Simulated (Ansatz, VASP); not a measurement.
# One calculation of SbPt, two programs

```
Sb Pt
1.0
     4.12287    0.00000    0.00000
    -2.06144    3.57051    0.00000
     0.00000    0.00000    5.42844
Sb Pt
2 2
Direct
  0.33333 0.66667 0.25000
  0.66667 0.33333 0.75000
  0.00000 0.00000 0.00000
  0.00000 0.00000 0.50000
```

Alike in both runs: functional PBEsol; k mesh 12 × 12 × 8; occupations gaussian, width 0.1 eV; no spin polarisation.

Ansatz relaxed the structure, and its values are those at the end. VASP's run is a single point on that final structure, the one shown.

|  | VASP | Ansatz |
| --- | --- | --- |
| version | VASP 6.6.1 | Ansatz 0.2.0 |
| potentials or method | VASP PAW PBE potentials, release 64 (Sb, Pt) | scalar-relativistic, plane waves, PAW |
| plane-wave cutoff (eV) | 520 | 420 |
| valence electrons in the cell | 30 | 66 |

Ansatz gave:

```
gap on the k mesh at the Fermi level (eV) : none
pressure (GPa)                            : 4.6
```

Which values does VASP return?

gap on the k mesh at the Fermi level (eV): none; pressure (GPa): 4.4.

A gap of «none» marks a metal or a gap that the smearing closes. The two sets of potentials don't hold the same shells in valence.

Caveats: the PAW data sets were made with another functional, which shifts forces and pressure a little (VASP). The runs have no spin-orbit coupling, so splittings on Pt, Sb are missing.
